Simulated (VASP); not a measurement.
A run of VASP 6.6.1 is set up as follows.

The input POSCAR:

```
Ge
1.0
    0.0000000000      2.8290000000      2.8290000000
    2.8290000000      0.0000000000      2.8290000000
    2.8290000000      2.8290000000      0.0000000000
Ge
2
Direct
    0.0000000000      0.0000000000      0.0000000000
    0.2500000000      0.2500000000      0.2500000000
```

The input INCAR.step1:

```
SYSTEM = Ge
  PREC = Accurate
  ENCUT = 600
  EDIFF = 1E-8
  ISMEAR = -1
  SIGMA = 0.03
  LREAL = .False.
  LASPH = .True.
  NELM = 80
  ALGO = Normal
  ISIF = 3
  LWAVE = .False.
  LCHARG = .False.
  GGA = PS
  NELECT = 27.98642
  IBRION = 2
  NSW = 40
  EDIFFG = -0.002
```

The input INCAR.step2:

```
SYSTEM = Ge
  PREC = Accurate
  ENCUT = 600
  EDIFF = 1E-8
  ISMEAR = -1
  SIGMA = 0.03
  LREAL = .False.
  LASPH = .True.
  NELM = 80
  ALGO = Normal
  ISIF = 2
  LWAVE = .False.
  LCHARG = .False.
  GGA = PS
  NELECT = 27.98642
  IBRION = 8
  NSW = 1
```

File KPOINTS:

```
regular mesh
0
Gamma
  14 14 14
  0 0 0
```

Potentials or basis: VASP PAW PBE potentials, release 64 (Ge_d).

The run is started by

```bash
$ cat potpaw_PBE.64/Ge_d/POTCAR > POTCAR
$ cp INCAR.step1 INCAR
$ mpirun -np 1 vasp_std > vasp.out
$ cp CONTCAR POSCAR
$ cp INCAR.step2 INCAR
$ mpirun -np 1 vasp_std > vasp.out
```

Q: Estimate the highest phonon frequency at Γ.

A: 271 cm⁻¹.

Q: What does it give for the relaxed volume?

A: 22.68 Å³/atom.

Phonon frequencies in cm⁻¹ (negative: imaginary):
| q point | frequencies |
| --- | --- |
| (0.000, 0.000, 0.000) | 0 0 0 271 271 271 |

Caveat: the cell is charged against a uniform background, so pressure and absolute levels hang on convention; the PAW data sets were made with another functional, which shifts forces and pressure a little.
